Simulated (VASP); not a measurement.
Crystal: MnO.

```
Mn O
1.0
     0.00000    2.22391    2.22391
     2.22391    0.00000    2.22391
     2.22391    2.22391    0.00000
Mn O
1 1
Direct
  0.00000 0.00000 0.00000
  0.50000 0.50000 0.50000
```

The cell is a database's computed one.

```yaml
Program: VASP 6.6.1
Task: relaxation of cell and atoms
Functional: PBEsol
Potentials_or_basis: VASP PAW PBE potentials, release 64 (Mn_pv, O)
Cutoff: 600 eV
k_mesh: 8 × 8 × 8
Occupations: fermi-dirac, width 0.05 eV
Spin: collinear spin, ferromagnetic start
Starting_moments: "[4.0, 0.0] μB"
```

At the start: pressure -7.6 GPa; volume 11.00 Å³/atom.

How do energy, volume and symmetry change on relaxing?

Over 4 steps the energy falls by 18.7 meV/atom and the volume is 10.33 Å³/atom (-6.1 %); space group Fm-3m (No. 225, to 0.05 Å); moment 4.61 μB per cell.

Step by step:
| step | energy change (eV) | largest force (eV/Å) | pressure (GPa) | volume (Å³) |
| --- | --- | --- | --- | --- |
| 1 | 0.0000 | 0.0000 | -7.61 | 22.00 |
| 2 | -0.0356 | 0.0000 | 2.10 | 20.38 |
| 3 | -0.0374 | 0.0000 | 0.27 | 20.62 |
| 4 | -0.0374 | 0.0000 | -0.07 | 20.67 |

Final structure:
```xyz
2
Lattice="0.0000 2.1781 2.1781 2.1781 0.0000 2.1781 2.1781 2.1781 0.0000" Properties=species:S:1:pos:R:3 pbc="T T T"
Mn    0.0000    0.0000    0.0000
O     2.1781    2.1781    2.1781
```

Caveat: the PAW data sets were made with another functional, which shifts forces and pressure a little; a cell with one magnetic atom can't hold antiferromagnetic order, which such compounds often take.
